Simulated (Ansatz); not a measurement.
CaS built on the rocksalt prototype, relaxed with r2SCAN: 10 runs in Ansatz 0.2.0, each a construction of maximally localised Wannier functions. It is cubic, Fm-3m (No. 225); a = 5.696 Å in the conventional setting, 23.10 Å³ an atom. Ca has 6 S at 2.85 Å; S has 6 Ca at 2.85 Å. The values are computed, spin-unpolarised, and not measurements.

```xyz
2
Lattice="0.0000 2.8479 2.8479 2.8479 0.0000 2.8479 2.8479 2.8479 0.0000" Properties=species:S:1:pos:R:3 pbc="T T T"
Ca    0.0000    0.0000    0.0000
S     2.8479    2.8479    2.8479
```

Windows count from the top of the filled bands; a dash means that no such window was set (without an outer window there is no disentanglement). Rows marked drawn have settings drawn at random (some not listed).

```csv
functional,SCF mesh,trial orbitals,functions,mesh,window (eV),frozen (eV),settings,Ω total (Å²),Ω invariant (Å²),largest spread (Å²),least projectability,"interpolation miss of the model's filled bands (eV, to the nearest computed level)"
PBE,6×6×6,"S s, S p",4,4×4×4,–,–,chosen,6.04,5.00,1.51,0.92,0.092
PBE,6×6×6,"S s, S p",4,8×8×8,–,–,chosen,6.58,5.51,1.64,0.92,0.005
PBE,6×6×6,S p,3,6×6×6,–,–,chosen,6.31,6.26,2.10,0.91,0.022
r2SCAN,6×6×6,"S s, S p",4,6×6×6,–,–,chosen,6.24,5.17,1.56,0.93,0.018
r2SCAN,6×6×6,S p,3,6×6×6,–,–,chosen,6.11,6.07,2.04,0.92,0.018
HSE06,6×6×6,"S s, S p",4,6×6×6,–,–,chosen,6.18,5.11,1.54,0.93,–
HSE06,6×6×6,S p,3,6×6×6,–,–,chosen,6.05,6.02,2.02,0.92,–
PBE,6×6×6,S p (plain search),3,6×6×6,–,–,drawn,6.32,6.26,2.11,0.91,0.022
PBE,6×6×6,S p,3,3×3×3,–,–,drawn,5.37,5.31,1.79,0.93,0.254
```

Task: Estimate from these rows what the further settings give.

| functional | SCF mesh | trial orbitals | functions | mesh | window (eV) | frozen (eV) | settings |
| --- | --- | --- | --- | --- | --- | --- | --- |
| PBE | 6×6×6 | S s, S p | 4 | 6×6×6 | – | – | drawn |

Result:
```json
{"functional": "PBE", "SCF mesh": "6×6×6", "trial orbitals": "S s, S p", "functions": "4", "mesh": "6×6×6", "window (eV)": "–", "frozen (eV)": "–", "settings": "drawn", "Ω total (Å²)": "6.43", "Ω invariant (Å²)": "5.37", "largest spread (Å²)": "1.61", "least projectability": "0.92", "interpolation miss of the model's filled bands (eV, to the nearest computed level)": "0.022"}
```

A dash in the last column means that the miss wasn't evaluated.

For S s, S p with PBE the spread goes 6.04 Å² (4×4×4), 6.58 Å² (8×8×8): finite differences on a coarse mesh understate it.
